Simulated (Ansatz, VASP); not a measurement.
Mg in VASP and in Ansatz

```
Mg
1.0
    -1.80373    1.80373    1.80373
     1.80373   -1.80373    1.80373
     1.80373    1.80373   -1.80373
Mg
1
Direct
  0.00000 0.00000 0.00000
```

Change from the starting cell: volume scaled by 1.02.

Alike in both runs: task single point; functional PBE; k mesh 13 × 13 × 13; occupations fermi-dirac, width 0.05 eV; no spin polarisation.

```csv
,VASP,Ansatz
version,VASP 6.6.1,Ansatz 0.2.0
potentials or method,"VASP PAW PBE potentials, release 64 (Mg), cutoff 520 eV","all-electron LAPW, scalar-relativistic"
```

VASP gave:

- pressure (GPa): -0.8

What did Ansatz give for the same quantities?

Pressure (GPa): -0.7.

Ansatz ran all-electron here, so the differences hold the error of VASP's frozen core and of both bases.
